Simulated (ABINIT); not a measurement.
Here is an ABINIT 10.8.3 (patched build) calculation.

run.abi

```
pp_dirpath "./"
pseudos "Si.upf"

acell 3*1.0 Angstrom
rprim
    -1.6269149300     1.6269149300     1.3203298500
     1.6269149300    -1.6269149300     1.3203298500
     1.6269149300     1.6269149300    -1.3203298500
ntypat 1
znucl 14
natom 1
typat 1
xred
     0.0000000000     0.0000000000     0.0000000000

ecut 14.0

kptopt 1
ngkpt 10 10 10
nshiftk 1
shiftk 0.0 0.0 0.0

ixc 7

nband 6
occopt 3
tsmear 0.05 eV

nstep 100
tolvrs 1.0e-10

iomode 3
prtwf 0
prtden 0
prteig 0
prtebands 0
```

Potentials or basis: PseudoDojo NC SR LDA v0.4.1 standard.

Command:

```bash
$ abinit run.abi > log 2>&1
```

Task: Predict the band gap on the k mesh.

Result: None (metal or under the smearing width).

Task: Predict the pressure.

Result: -0.3 GPa.

Stress tensor (GPa, compression positive):
```
 0.38  0.00  0.00
 0.00  0.38  0.00
 0.00  0.00 -1.58
```
